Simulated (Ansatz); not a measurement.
## HfO2 under changes of volume

One of the cells (10.912 Å³/atom); the others are scaled copies at fixed shape and fractional positions:

```
CELL_PARAMETERS angstrom
3.55802 0.00000 0.00000
0.00000 3.55802 0.00000
0.00000 0.00000 5.17186
ATOMIC_POSITIONS crystal
Hf 0.00000 0.00000 0.00000
Hf 0.50000 0.50000 0.50000
O 0.00000 0.50000 0.19721
O 0.50000 0.00000 0.30279
O 0.50000 0.00000 0.80279
O 0.00000 0.50000 0.69721
```

Measurements of this composition are mostly on another form, of space group No. 14.

```yaml
Program: Ansatz 0.2.0
Functional: PBEsol
Potentials_or_basis: all-electron LAPW, scalar-relativistic
Cutoff: 442 eV (chosen from the basis error)
Basis_error_allowed: 0.001 eV/atom
k_mesh: 8 × 8 × 5
Occupations: fermi-dirac, width 0.05 eV
Spin: no spin polarisation
```

```tsv
volume (Å³/atom)	energy over the lowest point (meV/atom)	pressure (GPa)	gap on the mesh (eV)	largest force (eV/Å)
10.257	43.77	20.5	4.86	0.464
10.476	20.62	13.6	4.79	0.330
10.694	6.32	7.5	4.72	0.206
10.912	0.00	1.9	4.65	0.090
11.130	?	?	?	?
11.349	8.23	-7.6	4.50	0.119
11.567	21.45	-11.7	4.43	0.213
```

Problem. What does the run at 11.130 Å³/atom give?

Solution. Energy over the lowest point 0.87 meV/atom; pressure -3.1 GPa; gap on the mesh 4.57 eV; largest force 0.018 eV/Å.

Worked out: A Birch-Murnaghan fit of order 3 (a polynomial in V^(-2/3)) to the other rows has its minimum at 10.99 Å³/atom with B0 = V·E''(V) = 256 GPa and B' = 4.1 at fixed shape and positions, which overstates the stiffness. It gives 0.84 meV/atom at 11.130 Å³/atom, against the run's 0.87, and -dE/dV = -3.1 GPa, against -3.1. A straight line through the other rows of the gap, of slope -3.6 eV per unit of ln V, gives 4.57 eV, against the run's 4.57.

Energies are extrapolated to zero smearing.

Caveats: spin-orbit coupling is left out, which moves the levels of the heavy elements; an odd mesh through Γ misses points on the zone boundary, where band edges often lie.
